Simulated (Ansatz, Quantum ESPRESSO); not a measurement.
Pt: spin-orbit coupling in 2 programs

Symmetry: Fm-3m, No. 225, cubic system. The conventional cell has a = 3.922 Å, b = 3.922 Å, c = 3.922 Å, α = 90.00°, β = 90.00°, γ = 90.00°. Pt (site symmetry m-3m) is surrounded by 12 Pt at 2.77 Å.

Kept alike: task band structure; functional PBEsol; k mesh 12 × 12 × 12; occupations fermi-dirac, width 0.05 eV. The mesh is that of the run's cell of 1 atom.

- A: Ansatz, Ansatz PAW, made for PBE, cutoff 420 eV
- B: Quantum ESPRESSO; PseudoDojo 0.4.1 SR PBEsol standard (False); PseudoDojo 0.4 FR PBEsol standard (True), cutoff 1143 eV

```csv
spin-orbit coupling,A: pressure (GPa),B: pressure (GPa)
off,-0.61,-1.14
on,-0.43,-0.23
```

Pressure is positive in compression; plane-wave values hold the error of the finite cutoff, which Ansatz corrects. Values on potentials made for another functional: all of A. For a metal such a mesh leaves the last digits unconverged.

Question: How large is the effect of spin-orbit coupling, and do the programs agree on it?

Answer: From off to on the pressure moves by +0.18 in A, +0.91 in B (GPa). Row by row the programs differ by 0.20 to 0.53, and the shifts point the same way but differ by 80 % of the larger.
